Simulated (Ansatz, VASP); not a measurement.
Sn: VASP beside Ansatz

```
Sn
1.0
     0.00000    3.03066    5.20118
     1.73473    0.00000    5.20118
     1.73473    3.03066    0.00000
Sn
2
Direct
  0.14316 0.85684 0.14316
  0.85684 0.14316 0.85684
```

Alike in both runs: task single point; functional PBEsol; k mesh 6 × 6 × 6; occupations gaussian, width 0.1 eV; no spin polarisation.

```csv
,VASP,Ansatz
version,VASP 6.6.1,Ansatz 0.2.0
potentials or method,"VASP PAW PBE potentials, release 64 (Sn_d)","scalar-relativistic, plane waves, PAW"
plane-wave cutoff (eV),520,420
valence electrons in the cell,28,28
```

```tsv
	VASP	Ansatz	Ansatz less VASP
gap on the k mesh at the Fermi level (eV)	none	none	-
pressure (GPa)	156.1	162.2	+6.08
largest component of the traceless stress (GPa)	192.18	204.07	+11.892
rms of the force components (eV/Å)	22.504	24.813	+2.3096
```

Atom by atom the forces differ by 2.310 eV/Å (rms over components). A gap of «none» marks a metal or a gap that the smearing closes. The functional is the same, so the differences come from potentials, cutoffs and numerics.

Caveats: the k mesh is coarse (spacing up to 0.36 Å⁻¹), so the values aren't converged; the cell as given lies far from equilibrium; so large a pressure means that the cell lies far from this level's equilibrium, or that cutoff or potentials fall short (VASP); the potentials were made for another functional, which shifts forces and pressure (VASP).
